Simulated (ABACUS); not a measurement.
# BeS (F-43m) in ABACUS: reference runs

How does BeS come out in PBE? The cell is run as given and disturbed.

Everything below comes from runs of ABACUS 3.10.1. Logs are shortened: lines on timing, memory, paths and dates and some standing lists are left out, and cuts for length are marked.

**1. Starting point**

It takes space group F-43m (No. 216, cubic). The conventional cell has a = 4.850 Å, b = 4.850 Å, c = 4.850 Å, α = 90.00°, β = 90.00°, γ = 90.00°. S (site symmetry -43m) has 4 Be at 2.10 Å as nearest neighbours. Be (site symmetry -43m) is surrounded by 4 S at 2.10 Å.

**2. Single point, PBE**

Input file INPUT:

```
INPUT_PARAMETERS
suffix              BeS
calculation         scf
basis_type          pw
pseudo_dir          ./
symmetry            1
dft_functional      pbe
ecutwfc             89
pseudo_rcut         10
nspin               1
nbands              9
ks_solver           dav
smearing_method     fd
smearing_sigma      0.00367493
scf_thr             1e-08
scf_nmax            100
mixing_type         broyden
mixing_beta         0.7
cal_force           1
cal_stress          1
kpar                4
```

Input file STRU:

```
ATOMIC_SPECIES
S 32.0600 S.upf
Be 9.0122 Be.upf

LATTICE_CONSTANT
1.8897261246

LATTICE_VECTORS
0.0000000000 2.4250000000 2.4250000000
2.4250000000 0.0000000000 2.4250000000
2.4250000000 2.4250000000 0.0000000000

ATOMIC_POSITIONS
Direct

S
0.0
1
0.7500000000 0.7500000000 0.7500000000 1 1 1

Be
0.0
1
0.0000000000 0.0000000000 0.0000000000 1 1 1
```

Input file KPT:

```
K_POINTS
0
Gamma
9 9 9 0 0 0
```

Potentials or basis: PseudoDojo NC SR 0.4.1 PBE standard, plane waves.

On the command line:

```bash
> OMP_NUM_THREADS=1 mpirun -np 4 abacus > log
```

running log:

```text
ABACUS v3.10.1

               Atomic-orbital Based Ab-initio Computation at UStc

 ------------------------------------------------------------------------------------

 READING GENERAL INFORMATION
                           global_out_dir = OUT.BeS/
                           global_in_card = INPUT
                               pseudo_dir = ./
                              orbital_dir =
                                    DSIZE = 4
                                    GSIZE = 1

 READING UNITCELL INFORMATION
                                    ntype = 2
                  lattice constant (Bohr) = 1.88973
              lattice constant (Angstrom) = 1

 READING ATOM TYPE 1
                               atom label = S
                      L=0, number of zeta = 1
                      L=1, number of zeta = 1
                      L=2, number of zeta = 1
             number of atom for this type = 1

 READING ATOM TYPE 2
                               atom label = Be
                      L=0, number of zeta = 1
                      L=1, number of zeta = 1
                      L=2, number of zeta = 1
             number of atom for this type = 1

                        TOTAL ATOM NUMBER = 2
DIRECT COORDINATES
    atom                   x                   y                   z     mag                  vx                  vy                  vz
taud_S1            0.7500000000        0.7500000000        0.7500000000  0.0000        0.0000000000        0.0000000000        0.0000000000
taud_Be1            0.0000000000        0.0000000000        0.0000000000  0.0000        0.0000000000        0.0000000000        0.0000000000

                          Volume (Bohr^3) = 192.469
                             Volume (A^3) = 28.521

 Lattice vectors: (Cartesian coordinate: in unit of a_0)
                   +0              +2.425              +2.425
               +2.425                  +0              +2.425
               +2.425              +2.425                  +0
 Reciprocal vectors: (Cartesian coordinate: in unit of 2 pi/a_0)
            -0.206186           +0.206186           +0.206186
            +0.206186           -0.206186           +0.206186
            +0.206186           +0.206186           -0.206186
 The esolver type has been set to : ksdft_pw

                PAO radial cut off (Bohr) = 10

 Read in pseudopotential file is S.upf
                     pseudopotential type = NC
          exchange-correlation functional = PBE
                 nonlocal core correction = 1
                        valence electrons = 6
                                     lmax = 2
[... 195 lines left out ...]
 Be non-local projectors:
 projector 1 L=0
 projector 2 L=0
 projector 3 L=1
 projector 4 L=1
      TOTAL NUMBER OF NONLOCAL PROJECTORS = 26

 Init Non-Local PseudoPotential table :
 Init Non-Local-Pseudopotential done.

                                     npwx = 2736

 Make real space PAO into reciprocal space.
       max mesh points in Pseudopotential = 1001
     dq(describe PAO in reciprocal space) = 0.01
                                    max q = 1136

 number of pseudo atomic orbitals for S is 2
WARNING: norm of atomic wavefunction # 2 of atomic type S is 0.999996, renormalized

 number of pseudo atomic orbitals for Be is 2
WARNING: norm of atomic wavefunction # 2 of atomic type Be is 0.999955, renormalized

 -------------------------------------------
 SELF-CONSISTENT
 -------------------------------------------
                                 init_chg = atomic

 PW ALGORITHM --------------- ION=   1  ELEC=   1--------------------------------
 Notice: Threshold on eigenvalues was too large.
 hsover_error=0.1 > DRHO=0.0441528
 Origin diag ethr = 0.01
 New diag ethr = 0.000441528

 Density error is 0.0443747453085
                          Error Threshold = 0.000441528371809
----------------------------------------------------------
     Energy           Rydberg                 eV
----------------------------------------------------------
 E_KohnSham     -50.1376280389       -682.1574255332
 E_Harris       -49.7138485131       -676.3916092866
 E_Fermi        0.5119100114         6.9648930176
----------------------------------------------------------
[... 63 lines left out ...]
 Density error is 2.3978519258e-10
                          Error Threshold = 1.44058958589e-10
----------------------------------------------------------
     Energy           Rydberg                 eV
----------------------------------------------------------
 E_KohnSham     -50.1403981298       -682.1951145533
 E_KS(sigma->0) -50.1403981298       -682.1951145533
 E_Harris       -50.1404385435       -682.1956644101
 E_band         -13.5068460450       -183.7700682210
 E_one_elec     -16.2210551793       -220.6987780104
 E_Hartree      7.5768098579         103.0877867306
 E_xc           -11.2833250133       -153.5175125667
 E_Ewald        -30.2128277951       -411.0666107067
 E_entropy(-TS) -0.0000000000        -0.0000000000
 E_descf        0.0000000000         0.0000000000
 E_exx          0.0000000000         0.0000000000
 E_Fermi        0.5544945794         7.5442857893
----------------------------------------------------------

 charge density convergence is achieved
 final etot is -682.19511455 eV
 EFERMI = 7.5442857893 eV

 STATE ENERGY(eV) AND OCCUPATIONS    NSPIN == 1
 1/9 kpoint (Cartesian) = 0.0000 0.0000 0.0000 (2733 pws)
       1       -93.4184     0.00274348
       2       -8.15451     0.00274348
       3        5.53453     0.00274348
       4        5.53453     0.00274348
       5        5.53453     0.00274348
       6        11.1989    4.95317e-35
       7        11.1989    4.95317e-35
       8        11.1989    4.95317e-35
       9        11.4229    5.61432e-37
[... 45 lines left out ...]
 6/9 kpoint (Cartesian) = 0.0000 0.0000 0.045819 (2725 pws)
       1       -93.4184      0.0164609
       2       -7.96732      0.0164609
       3        4.74497      0.0164609
       4        5.05425      0.0164609
       5        5.05425      0.0164609
       6        10.8167    6.20622e-31
       7        11.9645    6.64574e-41
       8        11.9645    6.64574e-41
       9        12.3712    1.95231e-44

[... levels at 3 further k points ...]

------------------------------------------------------------------------------------------
 TOTAL-FORCE (eV/Angstrom)
------------------------------------------------------------------------------------------
                        S1         0.0000000000         0.0000000000         0.0000000000
                       Be1         0.0000000000         0.0000000000         0.0000000000
------------------------------------------------------------------------------------------

----------------------------------------------------------------
 TOTAL-STRESS (KBAR)
----------------------------------------------------------------
        16.9092354125         0.0000000000         0.0000000000
         0.0000000000        16.9092354125        -0.0000000000
         0.0000000000        -0.0000000000        16.9092354125
----------------------------------------------------------------
 TOTAL-PRESSURE: 16.909235 KBAR

 --------------------------------------------
 !FINAL_ETOT_IS -682.1951145533134877 eV
 --------------------------------------------
```

stdout:

```text
ABACUS v3.10.1

               Atomic-orbital Based Ab-initio Computation at UStc

%%%%%%%%%%%%%%%%%%%%%%%%%%%%%%%%%%%%%%%%%%%%%%%%%%%%%%%%%%%%%%%%%%%%%%%%%%%%%%%%%%%%%%%%%%%%%%%%%%%%%%%%%
 Warning: the number of valence electrons in pseudopotential > 2 for Be: [He] 2s2
[... 33 lines left out ...]
 TOTAL-STRESS (KBAR)
----------------------------------------------------------------
        16.9092354125         0.0000000000         0.0000000000
         0.0000000000        16.9092354125        -0.0000000000
         0.0000000000        -0.0000000000        16.9092354125
----------------------------------------------------------------
 TOTAL-PRESSURE: 16.909235 KBAR
```

Run time: 5.8 s. Hardware: 4 MPI ranks of Intel Xeon 6975P-C (Granite Rapids), shared host; peak memory 0.28 GiB.

What came out:

```yaml
Free_energy: -682.1951 eV
Pressure: 1.7 GPa
Band_gap_on_the_k_mesh: 3.21 eV, indirect (least direct gap 5.66 eV)
```

Levels at points of the mesh, in eV from the valence-band top:
```csv
k point,band 2,band 3,band 4,band 5,band 6,band 7,band 8
"(0.00, 0.00, 0.00)",-13.69,0.00,0.00,0.00,5.66,5.66,5.66
```

Caveat: an odd mesh through Γ misses points on the zone boundary, where band edges often lie.

**3. Single point, PBE (atoms moved at random, drawn with an rms of 0.05 Å)**

INPUT is that of step 2.

Edit STRU of step 2 so:

```diff
@@ -18,3 +18,3 @@
 1
-0.7500000000 0.7500000000 0.7500000000 1 1 1
+0.7546250000 0.7595160000 0.7327580000 1 1 1
 
@@ -23,2 +23,2 @@
 1
-0.0000000000 0.0000000000 0.0000000000 1 1 1
+-0.0024890000 -0.0094740000 0.0016710000 1 1 1
```

KPT is that of step 2.

Potentials or basis: PseudoDojo NC SR 0.4.1 PBE standard, plane waves.

On the command line:

```bash
> OMP_NUM_THREADS=1 mpirun -np 4 abacus > log
```

It took 39 s on 4 MPI ranks of Intel Xeon 6975P-C (Granite Rapids), shared host; peak memory 0.44 GiB.

It converged, with:

```
Free energy            : -682.1746 eV
Pressure               : 1.9 GPa
Largest force          : 0.594 eV/Å
Band gap on the k mesh : 2.97 eV, indirect (least direct gap 5.36 eV)
```

Forces in eV/Å, atoms in the order of the input:
```
S    0.054  0.245 -0.539
Be  -0.054 -0.245  0.539
```

Stress tensor (GPa, compression positive):
```
 2.02  1.65 -0.75
 1.65  1.98 -0.20
-0.75 -0.20  1.85
```

Levels at points of the mesh, in eV from the valence-band top:
| k point | band 2 | band 3 | band 4 | band 5 | band 6 | band 7 | band 8 |
| --- | --- | --- | --- | --- | --- | --- | --- |
| (0.00, 0.00, 0.00) | -13.91 | -0.47 | -0.21 | 0.00 | 5.36 | 5.42 | 5.55 |

Caveat: an odd mesh through Γ misses points on the zone boundary, where band edges often lie.
